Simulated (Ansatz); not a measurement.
# Relativistic treatment of C

```xyz
2
Lattice="0.0000 1.7858 1.7858 1.7858 0.0000 1.7858 1.7858 1.7858 0.0000" Properties=species:S:1:pos:R:3 pbc="T T T"
C     0.0000    0.0000    0.0000
C     0.8929    0.8929    0.8929
```

Atoms are numbered in the order listed.

The structure comes from a relaxation in the same program, started in the diamond type, and has space group Fd-3m. Whether it is a known phase or the ground state wasn't checked.

One fixed cell is solved with PBE by full-potential LAPW in Ansatz 0.2.0 under different relativistic treatments. Pressure is positive in compression.

Numerical set-up: a Γ-centred 13×13×13 k mesh, Fermi–Dirac smearing of 0.05 eV, basis error target 0.5 meV/atom, no spin polarisation.

(1) One of the runs gave P (GPa) = -0.02, gap over the k mesh and a high-symmetry path (eV) = 4.13, lowest level at Γ above −25 eV, from the valence-band top or, without a gap, the Fermi level (eV) = -21.42. Which setting was it?
A. scalar-relativistic
B. non-relativistic

Results:

(1) A. The full set:
```
            setting  P (GPa)  gap over the k mesh and a high-symmetry path (eV)  lowest level at Γ above −25 eV, from the valence-band top or, without a gap, the Fermi level (eV)
scalar-relativistic    -0.02                                               4.13                                                                                             -21.42
   non-relativistic     0.15                                               4.15                                                                                             -21.40
```
